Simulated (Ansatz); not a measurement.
The system is As.

```
CELL_PARAMETERS angstrom
1.88080 1.08588 3.51406
-1.88080 1.08588 3.51406
0.00000 -2.17176 3.51406
ATOMIC_POSITIONS crystal
As 0.22600 0.22600 0.22600
As 0.77400 0.77400 0.77400
```

Base run:

* Program: Ansatz 0.2.0
* Functional: r2SCAN0 form with a typed share of exact exchange
* Potentials or basis: Ansatz PAW
* Cutoff: 500 eV (not typed: the program's choice for these potentials)
* k mesh: 5 × 5 × 5
* Occupations: fermi-dirac, width 0.05 eV
* Spin: no spin polarisation

Its results: pressure -0.8 GPa; largest force 0.286 eV/Å.

Problem. After a change of settings the same cell gave: pressure 1.6 GPa; largest force 0.031 eV/Å. Which change was it?
A. share of exact exchange from 0.35 to 0
B. share of exact exchange from 0.35 to 0.5
C. functional from r2SCAN0 form with a typed share of exact exchange to r2SCAN0; share of exact exchange from 0.35 to 0.25
D. share of exact exchange from 0.35 to 0.15

Solution. A.

Caveats: some runs use coarse meshes; the PAW data sets come from PBE, with cores solved anew for the run's functional, which leaves a small shift of forces and pressure; the thresholds are loose for stress (some runs).
